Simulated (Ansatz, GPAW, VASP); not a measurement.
**BN: 3 runs at one level of theory**

```
N B
1.0
     0.00000    1.81300    1.81300
     1.81300    0.00000    1.81300
     1.81300    1.81300    0.00000
N B
1 1
Direct
  0.25000 0.25000 0.25000
  0.00000 0.00000 0.00000
```

The cell is a database's computed one, not the measured one.

Alike in all runs: task single point; functional PBE; k mesh 13 × 13 × 13; occupations gaussian, width 0.019 eV; no spin polarisation; no spin-orbit coupling. Pressure is positive in compression and, in plane waves, holds the error of the finite cutoff.

```tsv
program and potentials	plane-wave cutoff (eV)	notes	pressure (GPa)
Ansatz, all-electron LAPW, scalar-relativistic	-	-	-0.41
GPAW, GPAW PAW data sets (gpaw-data 1.2.1)	800	-	-1.60
VASP, PBE PAW files B, N, 520 eV	520	-	-0.16
```

The pressure spans -1.60 (GPAW, GPAW PAW data sets (gpaw-data 1.2.1)) to -0.16 GPa (VASP, PBE PAW files B, N, 520 eV), with all-electron results at -0.41.

Differences between rows come from potentials, basis sets and numerical settings, since the functional is the same but for its coding. Runs on potential files found faulty are left out.

All three runs put the cell under slight tension, so each would probably relax to a somewhat smaller volume. Zincblende BN is very stiff because its short, polar sp³ bonds form a three-dimensional network, and even a minute mismatch in lattice constant produces a noticeable pressure. The spread therefore corresponds to only a very small difference in equilibrium bond length.

The VASP value of -0.16 GPa is nearest to zero, but the all-electron value of -0.41 GPa is the better yardstick for the potentials, and VASP also lies closer to that than GPAW does at -1.60 GPa. The larger GPAW deviation comes with the higher cutoff, so nominal cutoff alone does not rank the accuracy. The 2p shells of boron and nitrogen have no p core beneath them and are compact, which makes the result sensitive to how each data set treats the region near the nucleus; this may contribute to the difference. Pressures at a single volume do not show whether the methods also agree on the bulk modulus.
